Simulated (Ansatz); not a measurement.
# Ta: energy along a strain

Ta, Fm-3m, a = 4.223 Å. This isn't the element's structure at ambient conditions. Ansatz: PBE, PAW, 420 eV, Γ-centred 24×24×24 mesh on 1 atom, Gaussian smearing 0.15 eV; no spin polarisation. Cell vectors (Å): 0.000 2.112 2.112; 2.112 0.000 2.112; 2.112 2.112 0.000. The cell is strained by x per cent times the pattern (0 0 0 0 1 0) in the order xx yy zz yz xz xy (engineering shears), with fractional coordinates held. y is the free energy over the start, V0 = 18.828 Å³/atom. Symmetry makes y even in x.

```
x (%) y (meV/atom)
-2.00             ?
-1.00          0.36
 0.00          0.00
 0.50          0.09
 0.75          0.20
 1.25          0.56
 1.50          0.80
 1.75          1.09
```

Problem. Fit y = c2 x² + c4 x⁴ to the other rows, get the stiffness along the pattern, and predict the missing energy.

Solution. Least squares on the rows shown. y = 0.3595 x² − 0.001249 x⁴. The clamped-ion stiffness p·C·p = 2 × 3.595 eV × 160.2 / 18.828 Å³ = 61 GPa, which is C55 in these axes (C44 of the cubic crystal). At x = -2.00 the fit asked for gives 1.42 meV/atom. The run gave 1.41 meV/atom, so the fit is 0.01 meV/atom too high, a small miss on the scale of the series.

Spin–orbit coupling is left out, which can shift energies with elements as heavy as these.

Cost: 8 runs of about 2.3 core-minutes in all, on Intel Xeon Platinum 8488C (Sapphire Rapids) (shared hosts).